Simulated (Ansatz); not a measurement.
Cu: how the axes shrink under pressure

Cu, P6_3/mmc, a = 2.567 Å, c = 8.387 Å. This isn't the element's structure at ambient conditions. Ansatz: PBE, PAW, 420 eV, Γ-centred 18×18×6 mesh on 4 atoms, Gaussian smearing 0.10 eV; no spin polarisation. Cell and atoms are relaxed at each pressure, and no other structure is tried, so the rows at high pressure may lie past a change of phase. y = 100 ln(c/c0) with c0 = 8.3866 Å, so nearly a change in per cent. The pressures are the targets, met within 0.03 GPa.

| P (GPa) | y | 100 ln(a/a0) |
| --- | --- | --- |
| -3.0 | 0.75 | 0.75 |
| 0.0 | 0.00 | 0.00 |
| 3.0 | -0.67 | -0.68 |
| 8.0 | -1.66 | -1.68 |
| 15.0 | ? | ? |
| 30.0 | -4.89 | -4.94 |
| 60.0 | -7.85 | -7.92 |

**Question.** Fit y = c1 P + c2 P² to the other rows, give the linear compressibility along c, and predict the missing y.

**Answer.** Least squares on the rows shown. y = −0.2020 P + 0.001193 P². The linear compressibility along c is −c1/100 = 2.02 per TPa, against 2.04 along a from the same fit to the last column (its missing entry is -2.88): the crystal is about as stiff along both at low pressure. The runs next to zero pressure give 2.37 and 2.40, so a parabola over the whole range misstates the start. With a term in P³ added, the coefficient of P becomes -0.2319, 15 % more, which shows how far this figure hangs on the form. At P = 15.0 the fit asked for gives -2.76. The run gave -2.84, so the fit is 0.08 too high, within the rms miss on the fitted rows (0.10).

The mesh isn't the same in all rows (18×18×6, 24×24×6).